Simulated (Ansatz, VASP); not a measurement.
**SrO in VASP and in Ansatz**

File POSCAR:

```
SrO
1.0
    0.0000000000      2.7922805133      2.7922805133
    2.7922805133      0.0000000000      2.7922805133
    2.7922805133      2.7922805133      0.0000000000
Sr O
1 1
Direct
    0.0000000000      0.0000000000      0.0000000000
    0.2500000000      0.2500000000      0.2500000000
```

Contents of INCAR.step1:

```
PREC = Accurate ; ENCUT = 520
ISMEAR = 0 ; SIGMA = 0.01
LREAL = False ; LASPH = True
NELM = 80 ; NBANDS = 15
GGA = PE ; ALGO = Normal
EDIFF = 1E-4 ; LWAVE = True
LCHARG = False
```

The input INCAR.step2:

```
PREC = Accurate ; ENCUT = 520
EDIFF = 1E-6 ; ISMEAR = 0
SIGMA = 0.01 ; LREAL = False
LASPH = True ; NELM = 80
ALGO = Normal ; ISIF = 2
LWAVE = False ; LCHARG = False
METAGGA = R2SCAN ; LMIXTAU = True
NBANDS = 15 ; ISTART = 1
```

KPOINTS

```
Automatic mesh
0
Gamma
  6 6 6
```

Input for Ansatz:

```yaml
crystal:
  lattice:
    - [0.0, 2.7922805133, 2.7922805133]
    - [2.7922805133, 0.0, 2.7922805133]
    - [2.7922805133, 2.7922805133, 0.0]
  atoms:
    - { symbol: Sr, position: [0.0, 0.0, 0.0] }
    - { symbol: O, position: [0.25, 0.25, 0.25] }
kpoints:
  mp_grid: { grid: [6, 6, 6] }
hamiltonian:
  xc: r2scan
scf:
  occupations: { method: fixed }
  n_extra_bands: 4
output:
  forces: true
  stress: true
  eigenvalues: true
```

Alike in both runs: task single point; functional r2SCAN; k mesh 6 × 6 × 6; no spin polarisation.

```csv
,VASP,Ansatz
version,VASP 6.6.1,Ansatz 0.2.0
potentials or method,"VASP PAW PBE potentials, release 64 (Sr_sv, O)","plane waves, PAW"
plane-wave cutoff (eV),520,500
occupations,"gaussian, width 0.01 eV",fixed
valence electrons in the cell,16,16
```

VASP gave:

```
gap on the k mesh at the Fermi level (eV) : 2.91
pressure (GPa)                            : 0.5
```

Estimate Ansatz's values.

gap on the k mesh at the Fermi level (eV): 2.89; pressure (GPa): 0.0.

Caveats: the PAW data sets were made with another functional, which shifts forces and pressure a little (VASP). A k mesh can miss the band edges.
